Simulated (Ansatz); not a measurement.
# Te2Mo in Ansatz: notebook

Runs on Te2Mo. Level: PBE. Tasks: single point, equation of state.

Everything below comes from runs of Ansatz 0.2.0. Logs are shortened: lines on timing, memory, paths and dates and some standing lists are left out, and cuts for length are marked.

## 1. The structure

The cell holds a slab with vacuum, 6 atoms: a = 6.362 Å, b = 3.480 Å, c = 36.176 Å, α = 90.00°, β = 90.14°, γ = 90.00°.

## 2. Single point, PBE, 125.49 Å³/atom (volume scaled by 0.94)

Input file input.yaml:

```yaml
crystal:
  lattice:
    - [6.2317438208, 0.0, 0.0]
    - [0.0, 3.4093544903, 0.0]
    - [-0.0839909111, 0.0, 35.4373997734]
  atoms:
    - { symbol: Te, position: [0.4292511, 0.75, 0.54070358] }
    - { symbol: Te, position: [0.5707489, 0.25, 0.45929642] }
    - { symbol: Te, position: [0.92084787, 0.25, 0.55652732] }
    - { symbol: Te, position: [0.07915213, 0.75, 0.44347268] }
    - { symbol: Mo, position: [0.18134756, 0.25, 0.49746537] }
    - { symbol: Mo, position: [0.81865244, 0.75, 0.50253463] }
hamiltonian:
  xc: pbe
  pseudopotentials: { kind: nc }
kpoints:
  mp_grid: { grid: [4, 8, 1] }
scf:
  occupations: { method: fermi_dirac, width: 0.05 }
output:
  forces: true
  stress: true
  eigenvalues: true
```

Potentials or basis: Ansatz NC.

Command:

```console
$ ansatz run input.yaml --threads 2 --pin off --max-ram 5120MiB --backend cpu --events-out ev --progress --plain --runs-dir out
```

The log of the run:

```text
Warning: RAYON_NUM_THREADS=2 ignored (pool sized by the plan → 2); use --threads N
Engine: ansatz 0.2.0, aarch64-unknown-linux-gnu
Pseudopotentials: kind: nc
Pseudopotential: Te, nc, valence charge 16, recommended cutoff 1120 eV (normal), Te.nc.azcp
Pseudopotential: Mo, nc, valence charge 14, recommended cutoff 1088.45545 eV (normal), Mo.nc.azcp
Functional definition: PBE
  parameter kappa = 0.804
  parameter beta = 0.06672455060314922
  exchange = pbe_x(kappa = kappa, mu = beta*pi^2/3)
  correlation = pbe_c(beta = beta)
Crystal: 6 atoms, lattice volume = 752.911 Å³
Basis set: ecut = 1120 eV, 64111 PW (Γ), exchange–correlation on 144×80×800 points (8 copies of the dense FFT grid, shifted against one another)
Bands: 56, of which v1, the nominal top of the filled ones, is band 46 counted from 1 (45 counted from 0)
Symmetry: 4 space group operations
Space group: P21/m (ITA 11), of the structure as read, at distance tolerance 9.1e-5 Å
k-points: 15 of 32
Non-local potential: Te, projectors of the file, l = 0: 3, l = 1: 3, l = 2: 2, l = 3: 2
Non-local potential: Mo, projectors of the file, l = 0: 2, l = 1: 2, l = 2: 2, l = 3: 1
Initial density: superposition of atomic densities (neutral atoms: chi_scale 0, normalization atom)
Initial wavefunctions: pseudopotential atomic-orbital guess
Functional: x = pbe(κ = 0.804, μ = 0.2195149727645171), c = pbe(β = 0.06672455060314922)
SCF iter   1: F=—  HF=-15680.183076 eV  |F-HF|=—  |Δ(HF+E_count)|=         —  Δρ=2.12e-2  dr2=4.04e0  ethr=3.10e-3  ⟨swp⟩=31.1  Hψ=8635  notcnv=0  defer=9
preconditioner: auto → LDOS  [metal: Δε(μ)=0.124 eV  Ē_g=7.805 eV  σ=0.050 eV  W_gap=0.43  n_scr=72 (ndim 8)  ℏωp=8.1 eV  f_vac=0.776  D(μ)=0.94/eV (n_scr^D=4)  β→1.0]
SCF iter   2: F=—  HF=-15679.385670 eV  |F-HF|=—  |Δ(HF+E_count)|=   7.97e-1  Δρ=9.29e-3  dr2=1.37e0  ethr=3.10e-3  ⟨swp⟩=5.6  Hψ=2279  notcnv=0  defer=46
SCF iter   3: F=—  HF=-15679.018157 eV  |F-HF|=—  |Δ(HF+E_count)|=   3.68e-1  Δρ=3.89e-3  dr2=3.46e-1  ethr=1.49e-3  ⟨swp⟩=6.5  Hψ=2253  notcnv=0  defer=42
SCF iter   4: F=—  HF=-15678.958190 eV  |F-HF|=—  |Δ(HF+E_count)|=   6.00e-2  Δρ=1.91e-3  dr2=4.91e-2  ethr=3.76e-4  ⟨swp⟩=5.4  Hψ=1816  notcnv=0  defer=18
automatic band count: iteration 4 solves 54 bands in place of 56: the levels show a gap, and the empty bands left out lie too high to hold charge; the band table lists the bands solved (type scf.n_extra_bands for more)
SCF iter   5: F=—  HF=-15678.951028 eV  |F-HF|=—  |Δ(HF+E_count)|=   7.16e-3  Δρ=4.83e-4  dr2=1.05e-3  ethr=5.33e-5  ⟨swp⟩=14.1  Hψ=3336  notcnv=0  defer=32
automatic band count: iteration 5 solves 56 bands in place of 54: the levels no longer show a gap clear of their residuals, so the SCF keeps every band
SCF iter   6: F=—  HF=-15678.950921 eV  |F-HF|=—  |Δ(HF+E_count)|=   1.07e-4  Δρ=1.32e-4  dr2=1.39e-4  ethr=1.14e-6  ⟨swp⟩=3.3  Hψ=1885  notcnv=0  defer=34
SCF iter   7: F=—  HF=-15678.950603 eV  |F-HF|=—  |Δ(HF+E_count)|=   3.18e-4  Δρ=3.03e-5  dr2=4.47e-6  ethr=1.51e-7  ⟨swp⟩=3.6  Hψ=1607  notcnv=0  defer=34
SCF iter   8: F=—  HF=-15678.950605 eV  |F-HF|=—  |Δ(HF+E_count)|=   2.45e-6  Δρ=8.33e-6  dr2=2.75e-7  ethr=4.86e-9  ⟨swp⟩=3.7  Hψ=1837  notcnv=0  defer=34
SCF iter   9: F=-15678.950606 eV  HF=-15678.950606 eV  |F-HF|=7.34e-8  |Δ(HF+E_count)|=   5.48e-7  Δρ=2.31e-6  dr2=1.69e-8  ethr=1.09e-10  ⟨swp⟩=29.2  Hψ=7942  notcnv=0
SCF 1 converged in 9 iterations: F = -15678.950606 eV  dr2 = 1.69e-8
SCF converged after 9 iterations
Free energy (F): -15678.950606 eV
Harris-Foulkes:  -15678.950606 eV  (|F-HF|=7.34e-8)
Internal energy: -15678.941716 eV  (E = F + TS)
E sigma→0 (E₀):  -15678.946161 eV
Entropy (-TS):   -0.008890 eV (-1.482 meV/atom)
Fermi energy:    -1.121759 eV
--- Per-component energies (eV) ---
  E_band       = -2410.681754
  E_kinetic    = 8213.821165
  E_local      = -164231.535272  (includes V_loc(G=0)·N_el)
  E_nonlocal   = -3340.357602
  E_hartree    = 79627.650676
  E_xc         = -3550.882588
  E_vxc        = -2307.918608  (∫ρ·V_xc dr)
  E_ewald      = 67602.361905
  E_smearing   = -0.008890  (= −TS)
  E_closure    = -0.000000  (closes the sum)
  Σ components = -15678.950606   (vs F -15678.950606, Δ=0.00e0)
--- Forces (eV/Å), atoms counted from 1 ---
  atom   1  Te     0.12321382     0.00000000     0.70636414
  atom   2  Te    -0.12321382     0.00000000    -0.70636414
  atom   3  Te    -0.04548555     0.00000000     1.36944036
  atom   4  Te     0.04548555     0.00000000    -1.36944036
  atom   5  Mo     0.31687814     0.00000000     0.09057126
  atom   6  Mo    -0.31687814     0.00000000    -0.09057126
  max |Σ_I F_I| component: 0.00e0 eV/Å
--- Stress (GPa, compression-positive) ---
        1.463536       0.000000       0.024743
        0.000000       1.249296       0.000000
        0.024743       0.000000       1.597653
  P = ⅓ Tr σ = 1.4368 GPa (14.368 kbar)
--- Band table (eV; the first three rows and the last of 15) ---
  k-point 0: bands = ["-62.0515", "-61.9772", "-38.0953", "-38.0844", "-38.0723", "-38.0719", "-38.0408", "-38.0314", "-38.0235", "-38.0043", "-37.9942", "-37.9907", "-37.9319", "-37.9278", "-37.9140", "-37.9110", "-37.8631", "-37.8492", "-37.8174", "-37.8079", "-37.7971", "-37.7925", "-36.3436", "-36.2405", "-36.2173", "-36.0504", "-36.0294", "-35.8527", "-14.2747", "-13.1829", "-12.2949", "-12.0977", "-7.0503", "-6.2831", "-6.0260", "-5.2516", "-3.9425", "-3.7196", "-3.6159", "-3.2039", "-2.8817", "-2.4641", "-2.1453", "-1.7358", "-1.4325", "-0.8865", "-0.4345", "0.0843", "0.7272", "1.1278", "1.3697", "2.4056", "2.5944", "2.6215", "2.8062", "3.0463"]
  k-point 1: bands = ["-62.0476", "-61.9789", "-38.0920", "-38.0803", "-38.0741", "-38.0728", "-38.0423", "-38.0334", "-38.0223", "-38.0046", "-37.9946", "-37.9912", "-37.9277", "-37.9239", "-37.9160", "-37.9131", "-37.8640", "-37.8514", "-37.8172", "-37.8081", "-37.7966", "-37.7920", "-36.3402", "-36.2655", "-36.2057", "-36.0736", "-36.0160", "-35.8536", "-14.0860", "-13.0664", "-12.2109", "-11.9735", "-6.8647", "-6.1076", "-5.9397", "-5.1744", "-4.1378", "-4.0806", "-3.6830", "-3.4396", "-2.9161", "-2.5356", "-2.2600", "-1.9883", "-1.4611", "-1.2595", "-1.1141", "0.3481", "0.9492", "0.9594", "1.1457", "1.4425", "1.9340", "2.4877", "3.0618", "3.2756"]
  k-point 2: bands = ["-62.0369", "-61.9843", "-38.0874", "-38.0803", "-38.0707", "-38.0697", "-38.0459", "-38.0385", "-38.0193", "-38.0059", "-37.9952", "-37.9924", "-37.9212", "-37.9203", "-37.9149", "-37.9135", "-37.8658", "-37.8565", "-37.8168", "-37.8092", "-37.7950", "-37.7911", "-36.3426", "-36.3204", "-36.1770", "-36.1030", "-35.9972", "-35.8642", "-13.5464", "-12.7450", "-12.0058", "-11.6751", "-6.4073", "-6.0525", "-5.4097", "-5.1885", "-4.9919", "-4.2801", "-4.1033", "-3.9716", "-3.2234", "-2.9884", "-2.9876", "-2.4770", "-2.0731", "-1.4723", "-0.9527", "0.0126", "0.5269", "1.0036", "1.0984", "1.2091", "2.0564", "2.3853", "3.5767", "3.8855"]
  k-point 14: bands = ["-62.0069", "-62.0069", "-38.0894", "-38.0894", "-38.0585", "-38.0585", "-38.0482", "-38.0482", "-38.0118", "-38.0118", "-37.9941", "-37.9941", "-37.9245", "-37.9245", "-37.9012", "-37.9012", "-37.8660", "-37.8660", "-37.8121", "-37.8121", "-37.7912", "-37.7912", "-36.3957", "-36.3957", "-36.1191", "-36.1191", "-35.9236", "-35.9236", "-12.1190", "-12.1190", "-11.6548", "-11.6548", "-7.1530", "-7.1530", "-6.0390", "-6.0390", "-4.5537", "-4.5537", "-3.6255", "-3.6255", "-3.5624", "-3.5624", "-2.9128", "-2.9128", "-2.0004", "-2.0004", "0.0775", "0.0775", "0.8998", "0.8998", "1.3542", "1.3542", "2.6124", "2.6124", "3.6553", "3.6553"]
```

It took 2 min on 2 threads of Arm Neoverse V2, shared host; peak memory 3.9 GiB.

Results:

* Free energy: -15678.9506 eV
* Largest force: 1.370 eV/Å
* Band gap on the k mesh: none (metal or under the smearing width)

## 3. Single point, PBE, 128.16 Å³/atom (volume scaled by 0.96)

input.yaml: that of step 2 with these lines changed.

```diff
@@ -2,5 +2,5 @@
   lattice:
-    - [6.2317438208, 0.0, 0.0]
-    - [0.0, 3.4093544903, 0.0]
-    - [-0.0839909111, 0.0, 35.4373997734]
+    - [6.2756307866, 0.0, 0.0]
+    - [0.0, 3.43336482, 0.0]
+    - [-0.0845824159, 0.0, 35.6869671492]
   atoms:
```

Potentials or basis: Ansatz NC.

Command:

```console
$ ansatz run input.yaml --threads 2 --pin off --max-ram 5120MiB --backend cpu --events-out ev --progress --plain --runs-dir out
```

It took 2 min on 2 threads of Arm Neoverse V2, shared host; peak memory 4 GiB.

Results (log left out):

```
Free energy            : -15679.0696 eV
Largest force          : 0.969 eV/Å
Band gap on the k mesh : none (metal or under the smearing width)
```

## 4. Single point, PBE, 130.82 Å³/atom (volume scaled by 0.98)

input.yaml: that of step 3 with these lines changed.

```diff
@@ -2,5 +2,5 @@
   lattice:
-    - [6.2756307866, 0.0, 0.0]
-    - [0.0, 3.43336482, 0.0]
-    - [-0.0845824159, 0.0, 35.6869671492]
+    - [6.3189123666, 0.0, 0.0]
+    - [0.0, 3.4570439464, 0.0]
+    - [-0.0851657613, 0.0, 35.9330919416]
   atoms:
```

Command:

```console
$ ansatz run input.yaml --threads 2 --pin off --max-ram 5120MiB --backend cpu --events-out ev --progress --plain --runs-dir out
```

Run time: 1.7 min. Hardware: 2 threads of Arm Neoverse V2, shared host; peak memory 4 GiB.

It converged, with:

```yaml
Free_energy: -15679.1429 eV
Largest_force: 0.599 eV/Å
Band_gap_on_the_k_mesh: none (metal or under the smearing width)
```

## 5. Single point, PBE, 133.49 Å³/atom

input.yaml: that of step 4 with these lines changed.

```diff
@@ -2,5 +2,5 @@
   lattice:
-    - [6.3189123666, 0.0, 0.0]
-    - [0.0, 3.4570439464, 0.0]
-    - [-0.0851657613, 0.0, 35.9330919416]
+    - [6.3616090156, 0.0, 0.0]
+    - [0.0, 3.48040306, 0.0]
+    - [-0.0857412231, 0.0, 36.1758904685]
   atoms:
```

Command:

```console
$ ansatz run input.yaml --threads 2 --pin off --max-ram 5120MiB --backend cpu --events-out ev --progress --plain --runs-dir out
```

Wall time 92 s (2 threads of Arm Neoverse V2, shared host); peak memory 4.1 GiB.

Results (log left out):

```yaml
Free_energy: -15679.1751 eV
Largest_force: 0.258 eV/Å
Band_gap_on_the_k_mesh: none (metal or under the smearing width)
```

## 6. Single point, PBE, 136.16 Å³/atom (volume scaled by 1.02)

input.yaml: that of step 5 with these lines changed.

```diff
@@ -2,5 +2,5 @@
   lattice:
-    - [6.3616090156, 0.0, 0.0]
-    - [0.0, 3.48040306, 0.0]
-    - [-0.0857412231, 0.0, 36.1758904685]
+    - [6.4037401044, 0.0, 0.0]
+    - [0.0, 3.5034527586, 0.0]
+    - [-0.0863090623, 0.0, 36.4154728842]
   atoms:
```

Potentials or basis: Ansatz NC.

Command:

```console
$ ansatz run input.yaml --threads 2 --pin off --max-ram 5120MiB --backend cpu --events-out ev --progress --plain --runs-dir out
```

It took 99 s on 2 threads of Arm Neoverse V2, shared host; peak memory 4.2 GiB.

Results (log left out):

* Free energy: -15679.1706 eV
* Largest force: 0.115 eV/Å
* Band gap on the k mesh: none (metal or under the smearing width)

## 7. Single point, PBE, 138.83 Å³/atom (volume scaled by 1.04)

input.yaml: that of step 6 with these lines changed.

```diff
@@ -2,5 +2,5 @@
   lattice:
-    - [6.4037401044, 0.0, 0.0]
-    - [0.0, 3.5034527586, 0.0]
-    - [-0.0863090623, 0.0, 36.4154728842]
+    - [6.4453239976, 0.0, 0.0]
+    - [0.0, 3.5262030893, 0.0]
+    - [-0.0868695265, 0.0, 36.6519436197]
   atoms:
```

Command:

```console
$ ansatz run input.yaml --threads 2 --pin off --max-ram 5120MiB --backend cpu --events-out ev --progress --plain --runs-dir out
```

Run time: 1.7 min. Hardware: 2 threads of Arm Neoverse V2, shared host; peak memory 4.1 GiB.

The run converged. Its results:

```
Free energy            : -15679.1331 eV
Largest force          : 0.346 eV/Å
Band gap on the k mesh : none (metal or under the smearing width)
```

## 8. Single point, PBE, 141.50 Å³/atom (volume scaled by 1.06)

input.yaml: that of step 7 with these lines changed.

```diff
@@ -2,5 +2,5 @@
   lattice:
-    - [6.4453239976, 0.0, 0.0]
-    - [0.0, 3.5262030893, 0.0]
-    - [-0.0868695265, 0.0, 36.6519436197]
+    - [6.4863781235, 0.0, 0.0]
+    - [0.0, 3.5486635872, 0.0]
+    - [-0.0874228505, 0.0, 36.8854017842]
   atoms:
```

Command:

```console
$ ansatz run input.yaml --threads 2 --pin off --max-ram 5120MiB --backend cpu --events-out ev --progress --plain --runs-dir out
```

Run time: 1.8 min. Hardware: 2 threads of Arm Neoverse V2, shared host; peak memory 4.1 GiB.

Results (log left out):

| Quantity | Value |
| --- | --- |
| Free energy | -15679.0662 eV |
| Largest force | 0.613 eV/Å |
| Band gap on the k mesh | none (metal or under the smearing width) |

## 9. Equation of state, PBE

Potentials or basis: Ansatz NC.

No new run: the results of the series are fitted here.

Results:

```yaml
Equilibrium_volume: 134.47 Å³/atom
Bulk_modulus_at_fixed_shape_and_positions: 17.8 GPa
Pressure_derivative_of_the_bulk_modulus: 4.5
```

Energy against volume, from the lowest point:
| volume (Å³/atom) | energy (meV/atom) |
| --- | --- |
| 125.485 | 37.42 |
| 128.155 | 17.58 |
| 130.825 | 5.37 |
| 133.495 | 0.00 |
| 136.165 | 0.76 |
| 138.835 | 7.00 |
| 141.505 | 18.15 |

Caveat: the cell was scaled at fixed shape and fractional positions, which overstates the stiffness of a crystal with free parameters, most of all of layers and chains.
